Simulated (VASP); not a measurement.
Here is a VASP 6.6.1 calculation.

POSCAR

```
CuI                                     
1.0
    0.0000000000      2.9729987622      2.9729987622
    2.9729987622      0.0000000000      2.9729987622
    2.9729987622      2.9729987622      0.0000000000
  Cu              I             
     1     1
Direct
     0.2500000000000000    0.2500000000000000    0.2500000000000000
     0.0000000000000000    0.0000000000000000    0.0000000000000000
```

File INCAR.step1:

```
SYSTEM = CuI
PREC = Accurate
ENCUT = 520
EDIFF = 1E-5
ISMEAR = 0
SIGMA = 0.03
LREAL = .False.
LASPH = .True.
NELM = 80
ALGO = Normal
ISIF = 2
LWAVE = .True.
LCHARG = .False.
LMAXMIX = 4
GGA = PE
```

File INCAR.step2:

```
SYSTEM = CuI
PREC = Accurate
ENCUT = 520
EDIFF = 1E-7
ISMEAR = 0
SIGMA = 0.03
LREAL = .False.
LASPH = .True.
NELM = 80
ALGO = Normal
ISIF = 2
LWAVE = .False.
LCHARG = .False.
LMAXMIX = 4
METAGGA = MBJ
ISTART = 1
```

KPOINTS

```
Automatic mesh
0
Gamma
  8 8 8
  0 0 0
```

The input KPOINTS_OPT:

```
explicit points
302
Reciprocal
 0.0000000000  0.0000000000  0.0000000000 1
 0.0263157895  0.0000000000  0.0263157895 1
 0.0526315789  0.0000000000  0.0526315789 1
 0.0789473684  0.0000000000  0.0789473684 1
 0.1052631579  0.0000000000  0.1052631579 1
 0.1315789474  0.0000000000  0.1315789474 1
[... 294 lines left out ...]
 0.5119407300  0.0238814500  0.5119407300 1
 0.4880592700 -0.0238814500  0.4880592700 1
```

Potentials or basis: VASP PAW PBE potentials, release 64 (Cu, I).

The run is started by

```bash
$ cat potpaw_PBE.64/Cu/POTCAR potpaw_PBE.64/I/POTCAR > POTCAR
$ cp INCAR.step1 INCAR
$ mpirun -np 1 vasp_std > vasp.out
$ cp INCAR.step2 INCAR
$ mpirun -np 1 vasp_std > vasp.out
```

**Question.** Estimate the band gap along the path.

**Answer.** 2.34 eV, direct.

**Question.** Predict the band gap on the k mesh.

**Answer.** 2.34 eV, direct.

Levels at the corners of the path, in eV from the valence-band top:
| point | band 5 | band 6 | band 7 | band 8 | band 9 | band 10 | band 11 | band 12 | band 13 |
| --- | --- | --- | --- | --- | --- | --- | --- | --- | --- |
| Γ | -1.72 | -1.72 | 0.00 | 0.00 | 0.00 | 2.34 | 5.25 | 5.25 | 5.25 |
| X | -1.77 | -1.62 | -1.62 | -1.42 | -1.42 | 3.10 | 3.41 | 10.30 | 10.70 |
| X | -1.77 | -1.62 | -1.62 | -1.42 | -1.42 | 3.10 | 3.41 | 10.30 | 10.70 |
| W | -1.82 | -1.81 | -1.61 | -1.48 | -1.14 | 4.93 | 5.23 | 6.63 | 6.68 |
| W | -1.82 | -1.81 | -1.61 | -1.48 | -1.14 | 4.93 | 5.23 | 6.63 | 6.68 |
| K | -1.88 | -1.70 | -1.59 | -1.37 | -1.16 | 3.57 | 5.13 | 8.07 | 8.23 |
| K | -1.88 | -1.70 | -1.59 | -1.37 | -1.16 | 3.57 | 5.13 | 8.07 | 8.23 |
| Γ | -1.72 | -1.72 | 0.00 | 0.00 | 0.00 | 2.34 | 5.25 | 5.25 | 5.25 |
| Γ | -1.72 | -1.72 | 0.00 | 0.00 | 0.00 | 2.34 | 5.25 | 5.25 | 5.25 |
| L | -1.70 | -1.70 | -1.67 | -0.67 | -0.67 | 2.98 | 5.67 | 5.67 | 8.22 |
| L | -1.70 | -1.70 | -1.67 | -0.67 | -0.67 | 2.98 | 5.67 | 5.67 | 8.22 |
| U | -1.88 | -1.70 | -1.59 | -1.37 | -1.16 | 3.57 | 5.13 | 8.07 | 8.23 |
| U | -1.88 | -1.70 | -1.59 | -1.37 | -1.16 | 3.57 | 5.13 | 8.07 | 8.23 |
| W | -1.82 | -1.81 | -1.61 | -1.48 | -1.14 | 4.93 | 5.23 | 6.63 | 6.68 |
| W | -1.82 | -1.81 | -1.61 | -1.48 | -1.14 | 4.93 | 5.23 | 6.63 | 6.68 |
| L | -1.70 | -1.70 | -1.67 | -0.67 | -0.67 | 2.98 | 5.67 | 5.67 | 8.22 |
| L | -1.70 | -1.70 | -1.67 | -0.67 | -0.67 | 2.98 | 5.67 | 5.67 | 8.22 |
| K | -1.88 | -1.70 | -1.59 | -1.37 | -1.16 | 3.57 | 5.13 | 8.07 | 8.23 |
| U | -1.88 | -1.70 | -1.59 | -1.37 | -1.16 | 3.57 | 5.13 | 8.07 | 8.23 |
| X | -1.77 | -1.62 | -1.62 | -1.42 | -1.42 | 3.10 | 3.41 | 10.31 | 10.70 |

Caveat: spin-orbit coupling is left out, which moves the levels of the heavy elements.
